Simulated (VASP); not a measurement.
Crystal: ZnS (Wurtzite-6H).

```
Zn S
1.0
     3.81200    0.00000    0.00000
    -1.90600    3.30129    0.00000
     0.00000    0.00000   18.68999
Zn S
6 6
Direct
  0.33333 0.66667 0.83333
  0.66667 0.33333 0.33333
  0.66667 0.33333 0.66667
  0.33333 0.66667 0.16667
  0.00000 0.00000 0.50000
  0.00000 0.00000 0.00000
  0.33333 0.66667 0.95833
  0.66667 0.33333 0.45833
  0.66667 0.33333 0.79167
  0.33333 0.66667 0.29167
  0.00000 0.00000 0.62500
  0.00000 0.00000 0.12500
```

- Program: VASP 6.6.1
- Task: relaxation of cell and atoms
- Functional: PBE
- Potentials or basis: VASP PAW PBE potentials, release 54 (Zn, S)
- Cutoff: 600 eV
- k mesh: 8 × 8 × 2
- Occupations: fermi-dirac, width 0.05 eV
- Spin: no spin polarisation

At the start: pressure 2.2 GPa; volume 19.60 Å³/atom.

Q: How do energy, volume and symmetry change on relaxing?

A: Over 8 steps the energy falls by 4.2 meV/atom and the volume is 20.21 Å³/atom (+3.1 %); space group P6_3mc (No. 186, to 0.05 Å).

The path:
| step | energy change (eV) | largest force (eV/Å) | pressure (GPa) | volume (Å³) |
| --- | --- | --- | --- | --- |
| 1 | 0.0000 | 0.0299 | 2.18 | 235.20 |
| 2 | -0.0474 | 0.0125 | -0.50 | 244.39 |
| 3 | -0.0505 | 0.0156 | -0.02 | 242.62 |
| 4 | -0.0505 | 0.0158 | 0.03 | 242.47 |
| 5 | -0.0505 | 0.0101 | 0.01 | 242.47 |
| 6 | -0.0506 | 0.0071 | 0.01 | 242.47 |
| 7 | -0.0506 | 0.0069 | 0.01 | 242.47 |
| 8 | -0.0506 | 0.0030 | -0.01 | 242.55 |

Final structure:
```
Zn S
1.0
     3.85077    0.00000    0.00000
    -1.92539    3.33487    0.00000
     0.00000    0.00000   18.88734
Zn S
6 6
Direct
  0.33333 0.66667 0.83328
  0.66667 0.33333 0.33328
  0.66667 0.33333 0.66678
  0.33333 0.66667 0.16678
  0.00000 0.00000 0.50002
  0.00000 0.00000 0.00002
  0.33333 0.66667 0.95816
  0.66667 0.33333 0.45816
  0.66667 0.33333 0.79164
  0.33333 0.66667 0.29164
  0.00000 0.00000 0.62512
  0.00000 0.00000 0.12512
```
